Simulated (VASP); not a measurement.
# CdSe: convergence, energy along a vibration (SMASS = -2)

CdSe, atoms displaced along the mode, 2 atoms in the cell. PBE, energy along a line of displacements; PAW potentials Cd, Se (PBE set). VASP 6.6.1.

Wanted: harmonic frequency within 1 %.

Mode: optical mode at Gamma along [111].

POSCAR of the starting run:
```
CdSe
1.0
    0.0000000000      3.0702711986      3.0702711986
    3.0702711986      0.0000000000      3.0702711986
    3.0702711986      3.0702711986      0.0000000000
Cd Se
1 1
Direct
   -0.0031037188     -0.0031037188     -0.0031037188
    0.7544180958      0.7544180958      0.7544180958

    0.0047646292   0.0047646292   0.0047646292
   -0.0067823762  -0.0067823762  -0.0067823762
```

The series start from k mesh: 4 × 4 × 4; Cutoff (eV): 360; Step along the mode (Å): 0.02; Electronic threshold (eV): 1e-7; Precision and projection: Accurate, reciprocal space. Each series keeps the choices made before it, and each single choice may use up half of a tolerance.

## k mesh

| k mesh | Harmonic frequency (THz) | Time (s) |
|---|---|---|
| 2 × 2 × 2 | 4.82 | 9.6 |
| 3 × 3 × 3 | 4.9 | 11 |
| 4 × 4 × 4 | 4.92 | 17 |
| 6 × 6 × 6 | 4.931 | 36 |
| 7 × 7 × 7 (reference) | 4.931 | 54 |

Chosen: 4 × 4 × 4, the loosest value from which every tighter one stays within half of the tolerance.

## Cutoff (eV)

| Cutoff (eV) | Harmonic frequency (THz) | Time (s) |
|---|---|---|
| 200 | 4.846 | 9.7 |
| 240 | 4.896 | 10 |
| 280 | 4.917 | 11 |
| 320 | 4.918 | 18 |
| 360 | 4.92 | 17 |
| 420 (reference) | 4.923 | 22 |

Chosen: 280.

## Electronic threshold (eV)

| Electronic threshold (eV) | Harmonic frequency (THz) | Time (s) |
|---|---|---|
| 0.001 | 4.917 | 8.0 |
| 0.0001 | 4.918 | 8.8 |
| 1e-5 | 4.918 | 9.2 |
| 1e-6 | 4.918 | 9.4 |
| 1e-7 | 4.918 | 14 |
| 1e-8 (reference) | 4.918 | 14 |

Chosen: 0.001.

## Precision and projection

| Precision and projection | Harmonic frequency (THz) | Time (s) |
|---|---|---|
| Accurate, reciprocal space | 4.917 | 8.0 |
| Normal, reciprocal space | 4.911 | 6.7 |
| Normal, Auto | 4.898 | 7.8 |

Chosen: Normal, reciprocal space; it saves 1.3 s of 8.0, so Accurate, reciprocal space would do nearly as well.

Also changed on the way, by series that aren't shown: Step along the mode (Å): 0.08.

## All choices together

| Input | Harmonic frequency (THz) | Time (s) |
|---|---|---|
| defaults on a coarse mesh (naive) | 4.832 | 2.8 |
| chosen settings | 4.911 | 6.7 |
| reference settings throughout | 4.936 | 66 |

The tolerance is met.

## The input

INCAR:
```
GGA = PE
PREC = Normal
ENCUT = 280
EDIFF = 0.001
ALGO = Normal
LREAL = False
LASPH = True
ISMEAR = 0
SIGMA = 0.03
ISYM = 0
LWAVE = False
LCHARG = False
IBRION = 0
SMASS = -2
POTIM = 1
NSW = 9
NELMIN = 4
KPAR = 2
```

KPOINTS:
```
Automatic mesh
0
Gamma
  4 4 4
  0 0 0
```

POSCAR:
```
CdSe
1.0
    0.0000000000      3.0702711986      3.0702711986
    3.0702711986      0.0000000000      3.0702711986
    3.0702711986      3.0702711986      0.0000000000
Cd Se
1 1
Direct
   -0.0124148752     -0.0124148752     -0.0124148752
    0.7676723833      0.7676723833      0.7676723833

    0.0190585169   0.0190585169   0.0190585169
   -0.0271295047  -0.0271295047  -0.0271295047
```

Commands:
```
cat potpaw_PBE.64/Cd/POTCAR potpaw_PBE.64/Se/POTCAR > POTCAR
mpirun -np 2 vasp_std > vasp.out
```

Limits: NELMIN = 4 forces that many electronic steps, so a loose EDIFF looks better here than it is.

The chosen input took VASP 6.6.1 6.7 s on 2 cores (Intel Xeon 6975P-C (Granite Rapids)), a shared host.
